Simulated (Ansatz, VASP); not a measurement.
# One calculation of Ni, two programs

```
CELL_PARAMETERS angstrom
0.00000 1.75351 1.75351
1.75351 0.00000 1.75351
1.75351 1.75351 0.00000
ATOMIC_POSITIONS crystal
Ni 0.00000 0.00000 0.00000
```

Alike in both runs: functional PBE; k mesh 20 × 20 × 20; occupations gaussian, width 0.1 eV; collinear spin.

Ansatz relaxed the structure, and its values are those at the end. VASP's run is a single point on that final structure, the one shown.

```csv
,VASP,Ansatz
version,VASP 6.6.1,Ansatz 0.2.0
potentials or method,"VASP PAW PBE potentials, release 64 (Ni)","scalar-relativistic, plane waves, PAW"
plane-wave cutoff (eV),520,420
valence electrons in the cell,10,18
```

VASP gave:

| Property | Result |
| --- | --- |
| gap on the k mesh at the Fermi level (eV) | none |
| pressure (GPa) | 1.9 |
| net moment per atom (μB) | 0.63 |
| size of the moment on the site where the two differ most (μB) | 0.64 |

Q: Which values does Ansatz return?

A: gap on the k mesh at the Fermi level (eV): none; pressure (GPa): 2.0; net moment per atom (μB): 0.64; size of the moment on the site where the two differ most (μB): 0.68.

Site moments also hang on the region over which each program counts them. A gap of «none» marks a metal or a gap that the smearing closes. The two sets of potentials don't hold the same shells in valence.
